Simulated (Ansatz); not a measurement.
# ZrC: do energies and stresses tell the same story?

Computed with DFT PBE, scalar-relativistic, plane waves, PAW in Ansatz.

Settings: cutoff 420 eV, Γ-centred mesh 16×16×16 on the computed 2-atom cell, Gaussian smearing of 0.10 eV; no spin polarisation.

Relaxed cell: Fm-3m, a = 4.709 Å, b = 4.709 Å, c = 4.709 Å, α = 90.00°, β = 90.00°, γ = 90.00°, 2 atoms in the primitive cell.

Energies at zero smearing and pressures from the stress tensor, at volumes with shape and atoms relaxed:
| V (Å³/atom) | E − E(first) (meV/atom) | P (GPa) |
| --- | --- | --- |
| 11.485 | 0.00 | 36.70 |
| 11.876 | -75.37 | 25.31 |
| 12.268 | -124.93 | 15.54 |
| 12.659 | -152.38 | 7.17 |
| 13.051 | -160.82 | -0.03 |
| 13.442 | -153.00 | -6.20 |
| 13.834 | -131.17 | -11.51 |
| 14.356 | -83.65 | -17.44 |

Q: Check P = −dE/dV between neighbouring volumes, and get the bulk modulus from the pressures alone.

A: With 1 eV/Å³ = 160.2 GPa:
| middle V (Å³/atom) | −ΔE/ΔV (GPa) | mean P (GPa) |
| --- | --- | --- |
| 11.681 | 30.842 | 31.002 |
| 12.072 | 20.281 | 20.424 |
| 12.464 | 11.231 | 11.354 |
| 12.855 | 3.458 | 3.571 |
| 13.247 | -3.201 | -3.115 |
| 13.638 | -8.935 | -8.859 |
| 14.095 | -14.583 | -14.478 |

The two differ by 0.16 GPa at most. The mean of two end pressures misses the average over a step by about ΔV² P″/12, up to 0.15 GPa here; with that taken off 0.02 GPa remains. Around V = 13.051 Å³/atom, the two neighbours give B = −V ΔP/ΔV = 13.051 × 13.37 / 0.783 = 222.8 GPa, against B0 = 221.9 GPa from the Birch–Murnaghan fit of the energies.